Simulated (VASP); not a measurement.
Wanted: the native input for a VASP 6.6.1 run.

- Task: electric field gradients
- Functional: PBE
- Potentials or basis: VASP PAW PBE potentials, release 64 (Ag, Cl)
- Cutoff: 520 eV
- k mesh: 9 × 9 × 9
- Occupations: fermi-dirac, width 0.01 eV
- Spin: non-collinear spin, zero start, spin-orbit coupling
- Starting moments: [[0.0, 0.0, 0.0], [0.0, 0.0, 0.0]] μB
- Dipole correction: no
- Further INCAR settings: ALGO = Normal; EDIFF = 1e-08; NBANDS = 30

The structure of AgCl lies in POSCAR:

```
AgCl
1.0
    0.0000000000      2.7731500000      2.7731500000
    2.7731500000      0.0000000000      2.7731500000
    2.7731500000      2.7731500000      0.0000000000
Ag Cl
1 1
Direct
    0.5000000000      0.5000000000      0.5000000000
    0.0000000000      0.0000000000      0.0000000000
```

These files were run (other wordings do the same):

INCAR

```
SYSTEM = AgCl
PREC = Accurate ; ENCUT = 520
EDIFF = 1E-8 ; ISMEAR = -1
SIGMA = 0.01 ; LREAL = .FALSE.
LASPH = .TRUE. ; NELM = 150
ALGO = Normal ; ISIF = 2
LWAVE = .FALSE. ; LCHARG = .FALSE.
MAGMOM = 0 0 0 0 0 0 ; LORBIT = 11
LSORBIT = .TRUE. ; GGA_COMPAT = .FALSE.
LORBMOM = .TRUE. ; LMAXMIX = 4
GGA = PE ; LEFG = .TRUE.
NBANDS = 30
```

KPOINTS

```
regular mesh
0
G
  9 9 9
  0 0 0
```

Potentials or basis: VASP PAW PBE potentials, release 64 (Ag, Cl).

Command:

```console
$ cat potpaw_PBE.64/Ag/POTCAR potpaw_PBE.64/Cl/POTCAR > POTCAR
$ mpirun -np 1 vasp_ncl > vasp.out
```

Results of the run:

The pressure is 1.5 GPa. The net moment is 0.00 μB per cell and the valence electrons inside the program's atomic spheres are Ag 9.71; Cl 5.08.

Wall time 54 s on 1 thread of Intel(R) Xeon(R) 6975P-C (Granite Rapids), on a shared host, peak memory 0.31 GiB.
